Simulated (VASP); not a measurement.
# From VASP inputs to Ansatz: Si (strained diamond)

INCAR

```
METAGGA = R2SCAN
EDIFF = 1E-7
LREAL = .FALSE.
NBANDS = 11
LCHARG = .TRUE.
PREC = Accurate
NELM = 120
ISMEAR = 0
NSW = 0
SIGMA = 0.01
LELF = .TRUE.
LWAVE = .FALSE.
ALGO = Normal
ENCUT = 520
LASPH = .TRUE.
IBRION = -1
ISIF = 2
```

KPOINTS

```
KPOINTS created by Atomic Simulation Environment
0
Gamma
8 8 8
0 0 0
```

KPOINTS_OPT

```
special points
7
Reciprocal
0.0000000000 0.0000000000 0.0000000000 1
0.5000000000 0.0000000000 0.5000000000 1
0.6250000000 0.2500000000 0.6250000000 1
0.3750000000 0.3750000000 0.7500000000 1
0.5000000000 0.5000000000 0.5000000000 1
0.5000000000 0.2500000000 0.7500000000 1
0.0000000000 0.4114580000 0.4114580000 1
```

POSCAR

```
Si
 1.0000000000000000
     0.0000000000000000    2.8310036514000001    2.8310036514000001
     2.8310036514000001    0.0000000000000000    2.8310036514000001
     2.8310036514000001    2.8310036514000001    0.0000000000000000
 Si
   2
Cartesian
  0.0000000000000000  0.0000000000000000  0.0000000000000000
  1.4155018257000000  1.4155018257000000  1.4155018257000000
```

VASP ran with the recommended PBE PAW datasets (8 valence electrons in the cell).

Task: Translate these files to an Ansatz input.

Result: 

```yaml
crystal:
  lattice:
    - [0.0, 2.8310036514, 2.8310036514]
    - [2.8310036514, 0.0, 2.8310036514]
    - [2.8310036514, 2.8310036514, 0.0]
  atoms:
    - { symbol: Si, position: [0.0, 0.0, 0.0] }
    - { symbol: Si, position: [0.25, 0.25, 0.25] }
kpoints:
  mp_grid: { grid: [8, 8, 8] }
  band_path:
    path:
      - [0.0, 0.0, 0.0]
      - [0.5, 0.0, 0.5]
      - [0.625, 0.25, 0.625]
      - [0.375, 0.375, 0.75]
      - [0.5, 0.5, 0.5]
      - [0.5, 0.25, 0.75]
      - [0.0, 0.411458, 0.411458]
    npoints: 1
hamiltonian:
  xc: r2scan
scf:
  occupations: { method: fixed }
  n_extra_bands: 4
output:
  forces: true
  stress: true
  eigenvalues: true
  write_density: true
  write_potential: true
  elf: true
  volumetric_format: npy
```

Other inputs would serve too.

```json
{"": "gap between bands v and c", "VASP": "0.96 eV", "Ansatz": "0.95 eV"}
{"": "least direct gap", "VASP": "2.51 eV", "Ansatz": "2.50 eV"}
{"": "pressure", "VASP": "-9.0 GPa", "Ansatz": "-8.9 GPa"}
```

Datasets and cutoffs are each program's own. VASP's cell holds 8 valence electrons and Ansatz's 8. Ansatz's stress includes a Pulay correction; VASP's doesn't.
